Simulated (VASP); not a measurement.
ZnSe (Stilleite):

```
Se Zn
1.0
     0.00000    2.83380    2.83380
     2.83380    0.00000    2.83380
     2.83380    2.83380    0.00000
Se Zn
1 1
Cartesian
  4.2507 4.2507 4.2507
  0.0000 0.0000 0.0000
```

Base run:

* Program: VASP 6.6.1
* Functional: revPBE
* Potentials or basis: VASP PAW PBE potentials, release 64 (Se, Zn)
* Cutoff: 520 eV
* k mesh: 8 × 8 × 8
* Occupations: fermi-dirac, width 0.05 eV
* Spin: no spin polarisation

Its results: band gap on the k mesh 1.41 eV, direct; pressure 4.0 GPa.

**Question.** The run is repeated on the same cell with these changes: functional from revPBE to PW91. What comes out?

**Answer.** Band gap on the k mesh 1.28 eV, direct; pressure 2.3 GPa.

PW91 binds more tightly than revPBE, so the same cell stands under less pressure.

Caveats: the PAW data sets were made with another functional, which shifts forces and pressure a little.
